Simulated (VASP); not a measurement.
Input of a VASP 6.6.1 run:

The input INCAR:

```
SYSTEM = Mg8H15
ALGO = Fast ; EDIFF = 1E-7
ENCUT = 520 ; GGA = PE
ISIF = 2 ; ISMEAR = -1
LASPH = .TRUE. ; LCHARG = .FALSE.
LREAL = Auto ; LWAVE = .FALSE.
NBANDS = 32 ; NELECT = 32.0
NELM = 100 ; PREC = Accurate
SIGMA = 0.05
```

File KPOINTS:

```
k-points
0
G
  2 1 2
  0 0 0
```

The input POSCAR:

```
Mg8H15
1.0
    4.7219360000      0.0000000000      0.0000000000
    0.0000000000      9.3057910000      0.0000000000
    0.0000000000      0.0000000000      4.8702860000
Mg H
8 15
Direct
    0.2804781767      0.1081799495      0.0265487489
    0.2362378482      0.8886939326      0.5273817595
    0.7264393249      0.6190553818      0.4635046073
    0.7855252591      0.1131231080      0.4724568537
    0.7758258477      0.3808703634      0.9554880350
    0.2688727674      0.3825467389      0.5352047087
    0.2296727444      0.6141766992      0.0389710173
    0.7385530003      0.8792804395      0.9593892433
    0.5193208887      0.4560708488      0.2612782904
    0.0077087025      0.0152915534      0.7471224483
    1.0012630413      0.5414263011      0.6956059665
    0.3280010572      0.7063773515      0.3698345436
    0.3317283419      0.8074434511      0.9108705320
    0.4767959583      0.9743610189      0.2825706745
    1.0055833031      0.9442292439      0.2003783761
    0.7506666757      0.8064870574      0.5835591585
    0.8477455010      0.7157156227      0.1340989010
    0.4848435049      0.0216531835      0.7452129095
    0.4940981835      0.5391481498      0.7684969630
    0.6577810457      0.1819082333      0.1198492245
    0.1638099288      0.3080877273      0.8954299604
    0.1141480952      0.1885062753      0.3667341097
    0.6425118850      0.2971697946      0.6510089962
```

Potentials or basis: VASP PAW PBE potentials, release 64 (Mg, H).

Command:

```sh
$ cat potpaw_PBE.64/Mg/POTCAR potpaw_PBE.64/H/POTCAR > POTCAR
$ mpirun -np 1 vasp_std > vasp.out
```

(1) What does it give for the band gap on the k mesh?

(2) What does it give for the largest force?

Answers

(1) 0.28 eV, indirect (least direct gap 0.48 eV).

(2) 1.084 eV/Å.

Caveat: the k mesh is coarse (spacing up to 0.67 Å⁻¹), so the values aren't converged; the cell carries a net charge on a neutralising background, which shifts energy and pressure; the cell is charged against a uniform background, so pressure and absolute levels hang on convention.
